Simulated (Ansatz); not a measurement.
# What relativity does to Te₂Pt (Moncheite)

```yaml
crystal:
  lattice:
    - [4.08852, 0.00000, 0.00000]
    - [-2.04426, 3.54076, 0.00000]
    - [0.00000, 0.00000, 5.38447]
  atoms:
    - { symbol: Te, position: [0.33333, 0.66667, 0.25327] }
    - { symbol: Te, position: [0.66667, 0.33333, 0.74673] }
    - { symbol: Pt, position: [0.00000, 0.00000, 0.00000] }
```

The cell comes from a relaxation on PAW files under the same functional, begun from a database entry that needn't be the ground state.

All-electron LAPW in Ansatz 0.2.0 under PBE, with a Γ-centred 10×10×7 k mesh, Fermi–Dirac smearing of 0.05 eV, no spin polarisation. The basis error target is 0.5 meV/atom. The same cell is solved at each level of relativity (Schrödinger's equation, the scalar-relativistic one, Dirac's), and each level may then relax the cell.

The elements are taken as Pt fcc, Te trigonal Te, each relaxed on PAW files under the same functional and computed by the same method as the compound; zero-point and thermal terms are left out. PBE lacks dispersion, which leaves layered or molecular solids underbound, be they references or the compound itself. Formation energies keep the scalar-relativistic cells of compound and elements, so at the other levels neither side is at rest.

```json
{"level": "scalar-relativistic", "P at the cell (GPa)": "-0.01", "gap (eV)": "0.00", "ΔE(formation) at the fixed cells (eV/atom)": "?", "relaxed V (Å³/atom)": "25.98"}
{"level": "non-relativistic", "P at the cell (GPa)": "7.35", "gap (eV)": "0.00", "ΔE(formation) at the fixed cells (eV/atom)": "-0.379", "relaxed V (Å³/atom)": "?"}
{"level": "with spin–orbit coupling", "P at the cell (GPa)": "0.15", "gap (eV)": "0.00", "ΔE(formation) at the fixed cells (eV/atom)": "-0.357", "relaxed V (Å³/atom)": "–"}
```

**Question.** Fill in "relaxed V (Å³/atom)" for the row "non-relativistic".

**Answer.** 26.81.

**Question.** Fill in "ΔE(formation) at the fixed cells (eV/atom)" for the row "scalar-relativistic".

**Answer.** -0.388.

**Question.** Does scalar relativity shrink or swell this crystal?

**Answer.** It shrinks it by 3.1 % in volume against the non-relativistic cell.

**Question.** How do the Löwdin populations move when relativity is switched off?

**Answer.** Te 5s 1.90 → 1.86, Te 5p 4.11 → 4.16, Pt 6s 0.83 → 0.65, Pt 5d 8.93 → 9.12 electrons an atom. The projections hold only the shells that the free atoms fill, so charge of other character is partly counted to these shells and partly left out.
